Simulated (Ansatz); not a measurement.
PbS:

```
Pb S
1.0
     4.08970    0.00000    0.00000
    -2.04485    3.54178    0.00000
     0.00000    0.00000    3.78817
Pb S
1 1
Direct
  0.00000 0.00000 0.00000
  0.66667 0.33333 0.50000
```

Measurements of this composition are mostly on another form, of space group No. 225.

```yaml
Program: Ansatz 0.2.0
Task: relaxation of cell and atoms
Functional: RPBE
Dispersion: D4
Potentials_or_basis: Ansatz PAW
Cutoff: "420 eV (not typed: the program's choice for these potentials)"
k_mesh: 8 × 8 × 7
Occupations: fermi-dirac, width 0.05 eV
Spin: no spin polarisation
```

At the start: volume 27.44 Å³/atom.

Q: Where does the relaxation end?

A: It ends after 5 steps and the volume is 26.36 Å³/atom (-3.9 %); space group P-6m2 (No. 187, to 0.05 Å).

Step by step:
```
step  energy change (eV)  largest force (eV/Å)  volume (Å³)
   1              0.0000                0.0000        54.87
   2             -0.0120                0.0000        52.28
   3             -0.0126                0.0000        52.73
   4             -0.0126                0.0000        52.71
   5             -0.0124                0.0000        52.71
```

Final structure:
```yaml
crystal:
  lattice:
    - [4.01220, 0.00000, 0.00000]
    - [-2.00610, 3.47466, 0.00000]
    - [0.00000, 0.00000, 3.78111]
  atoms:
    - { symbol: Pb, position: [0.00000, 0.00000, 0.00000] }
    - { symbol: S, position: [0.66667, 0.33333, 0.50000] }
```

Caveat: the plane-wave basis is chosen anew once the cell has moved, so the energies of steps on either side of that aren't comparable; the PAW data sets come from PBE, with cores solved anew for the run's functional, which leaves a small shift of forces and pressure.
